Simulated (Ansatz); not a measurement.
## Contact densities of CdS against volume

```
Cd S
1.0
     4.13480    0.00000    0.00000
    -2.06740    3.58084    0.00000
     0.00000    0.00000    6.74900
Cd S
2 2
Cartesian
  0.0000 2.3872 0.0000
  2.0674 1.1936 3.3745
  0.0000 2.3872 2.5984
  2.0674 1.1936 5.9729
```

Atoms are numbered in the order listed.

The cell is COD entry 9008862, as deposited and not checked against the literature; nothing was relaxed. It differs from other determinations.

Method: DFT, PBE, all-electron PAW with datasets made for the crystal, scalar-relativistic (Ansatz 0.2.0).

Numerical set-up: a Γ-centred 7×7×4 k mesh, Fermi–Dirac smearing of 0.01 eV, cutoff 260 eV (chosen by the program for this cell), no spin polarisation.

The contact density is the mean electron density over the nuclear volume; its changes follow the s electrons' response to bonding and compression. Changes below are taken from the unscaled cell, where it is 1.03588e+06 e/Å³ at Cd1, 19784.5 e/Å³ at S3.

Volumes at which the program chose other datasets or cutoffs are left out.

| V/V(cell) | P (GPa) | Δρ(0) Cd1 (e/Å³) | Δρ(0) S3 (e/Å³) |
| --- | --- | --- | --- |
| 0.9400 | 7.1 | 3.00 | -0.66 |
| 0.9600 | 5.4 | 1.90 | -0.43 |
| 0.9800 | 3.9 | 0.91 | -0.22 |
| 0.9900 | 3.2 | ? | -0.11 |
| 1.0000 | 2.6 | 0.00 | 0.00 |
| 1.0100 | 1.9 | -0.42 | 0.11 |
| 1.0200 | 1.3 | -0.82 | ? |
| 1.0400 | 0.2 | ? | 0.42 |

Question: What belongs in the row "1.0400", column "Δρ(0) Cd1 (e/Å³)"?

Answer: -1.56.

Question: What belongs in the row "0.9900", column "Δρ(0) Cd1 (e/Å³)"?

Answer: 0.44.

Question: Fill in "Δρ(0) S3 (e/Å³)" for the row "1.0200".

Answer: 0.21.

The datasets are made afresh for each cell, so very small changes are uncertain.
